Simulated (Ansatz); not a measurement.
## Ta₂H: course of a relaxation

Level of theory: DFT PBEsol, scalar-relativistic, plane waves, PAW in Ansatz 0.2.0. Run with 420 eV cutoff, 12×12×12 k-mesh, Gaussian smearing of 0.10 eV, no spin polarisation.

What was changed: uniaxial strain along a, with b, c and atoms relaxed: +2.0 %.

Spin–orbit coupling is left out, which can shift energies with elements as heavy as these.

Input:

```yaml
crystal:
  lattice:
    - [3.4137289085, 0.0, 0.0]
    - [0.0, 3.3300590823, 0.0]
    - [0.0, 0.0, 3.3760001812]
  atoms:
    - { symbol: Ta, position: [0.5, 0.0, 0.7399944571] }
    - { symbol: Ta, position: [0.0, 0.5, 0.2600055429] }
    - { symbol: H, position: [0.0, 0.0, 0.0] }
basis:
  ecutwfc: 420
kpoints:
  mp_grid: { grid: [12, 12, 12] }
hamiltonian:
  xc: pbesol
scf:
  occupations: { method: gaussian, width: 0.1 }
output:
  forces: true
  stress: true
  eigenvalues: true
relax:
  adjacent_minimum: "off"
  f_tol: 0.008
  max_steps: 40
  cell: { stress_tol: 0.015, fix: [a, angles] }
```

F is the free energy. Steps run on the plane waves of an earlier cell, but the last one, and at times one on the way, on a freshly chosen basis, so a repeated geometry can differ a little in energy. The held parts of the cell keep their stress, so P needn't end at zero.

Steps:

| step | F − F(1) (eV) | largest force component (eV/Å) | V (Å³/atom) | P (GPa) |
| --- | --- | --- | --- | --- |
| 1 | 0.0000 | 0.190 | 12.793 | -2.20 |
| 2 | -0.0017 | 0.029 | 12.569 | 1.47 |
| 3 | -0.0052 | 0.020 | 12.714 | -0.95 |
| 4 | -0.0052 | 0.009 | 12.714 | -0.94 |
| 5 | -0.0053 | 0.001 | 12.714 | -0.94 |
| 6 | -0.0051 | 0.001 | 12.714 | -0.94 |

Relaxed structure:

```xyz
3
Lattice="3.4137 0.0000 0.0000 0.0000 3.3148 0.0000 0.0000 0.0000 3.3706" Properties=species:S:1:pos:R:3 pbc="T T T"
Ta    1.7069    0.0000    2.5123
Ta    0.0000    1.6574    0.8909
H     0.0000    0.0000   -0.0326
```

Symmetry: Pmm2, No. 25, orthorhombic system. Conventional cell: a = 3.315 Å, b = 3.414 Å, c = 3.371 Å, α = 90.00°, β = 90.00°, γ = 90.00°. Ta (site symmetry mm2) is surrounded by 2 H at 1.90 Å. Ta (site symmetry mm2) has 2 H at 1.90 Å as nearest neighbours. Around H (site symmetry mm2) lie 4 Ta at 1.90 Å.

The run converged. The run took of the order of 40 core-seconds.